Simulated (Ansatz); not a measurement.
# SiO2: the cost of one run

Method: DFT PBE, scalar-relativistic, plane waves, PAW, in Ansatz 0.2.0.

## 1. The system as given

The cell holds 21 atoms (O14Si7): a = 6.651 Å, b = 7.206 Å, c = 6.939 Å, α = 92.65°, β = 91.55°, γ = 95.07°.

It is the last frame of an earlier stage of the same melt, run at 2880 K.

Its coordinates follow in the input file.

## 2. Dynamics at 1600 K

One k point, a Fermi-Dirac width of 0.138 eV and a fixed cell.

Contents of input.yaml:

```yaml
crystal:
  lattice:
    - [6.642891, -0.307238, -0.095395]
    - [-0.307238, 7.197971, -0.165823]
    - [-0.095395, -0.165823, 6.936323]
  atoms:
    - { symbol: Si, position: [0.6386705504, 0.1705122746, 0.3125493334] }
    - { symbol: Si, position: [0.3317699725, 0.3642589901, 0.9854345682] }
    - { symbol: Si, position: [0.6990504553, 0.5659462687, 0.4238091834] }
    - { symbol: Si, position: [0.1124825302, 0.0286730578, 0.6872954295] }
    - { symbol: Si, position: [0.6838082546, 0.8955887623, 0.6662064927] }
    - { symbol: Si, position: [0.0622314948, 0.1089035738, 0.2360986028] }
    - { symbol: Si, position: [0.3489100201, 0.8144711184, 0.9643487451] }
    - { symbol: O, position: [0.2193749852, 0.8061980735, 0.7612171184] }
    - { symbol: O, position: [0.2196139747, 0.2302255238, 0.7804622628] }
    - { symbol: O, position: [0.6357938279, 0.675764346, 0.2285111426] }
    - { symbol: O, position: [0.3593430255, 0.5744928601, 0.9962343619] }
    - { symbol: O, position: [0.2678493498, 0.9785863935, 0.1368584991] }
    - { symbol: O, position: [0.5718560496, 0.0405441058, 0.4625382386] }
    - { symbol: O, position: [0.8977612135, 0.9556907123, 0.7562123698] }
    - { symbol: O, position: [0.1446710553, 0.0805933693, 0.4609104821] }
    - { symbol: O, position: [0.512284631, 0.2546814268, 0.139386125] }
    - { symbol: O, position: [0.1070305249, 0.3152357107, 0.1235264935] }
    - { symbol: O, position: [0.7232534218, 0.6742200675, 0.6394033223] }
    - { symbol: O, position: [0.8246554589, 0.0733282645, 0.2121344331] }
    - { symbol: O, position: [0.5351347561, 0.8923662186, 0.8523301787] }
    - { symbol: O, position: [0.7762873913, 0.3726516278, 0.4276383153] }
  symmetry: { detect: false }
basis:
  ecutwfc: 420
  xc_grid: 1
kpoints:
  mp_grid: { grid: [1, 1, 1], shift: [0.25, 0.25, 0.25] }
hamiltonian:
  xc: pbe
scf:
  occupations: { method: fermi_dirac, width: 0.1379 }
  lower_state_search: "off"
  convergence: { dr2_threshold: 1.0e-05 }
output:
  forces: true
  stress: true
md:
  timestep: 2.0
  n_steps: 198
  ensemble: nvt_langevin
  friction: 0.03
  temperature: 1600.0
  initial_velocities: maxwell_boltzmann
  seed: 5016
```

Started as:

```bash
$ ansatz run input.yaml --threads 2 --pin off --max-ram 5120MiB --backend cpu --events-out ev --progress --plain --runs-dir out
```

**Question.** How long does this run take on 2 threads of Arm Neoverse V2, shared host, and how much memory does it need?

About 3.6 min, with a peak of 0.46 GiB.
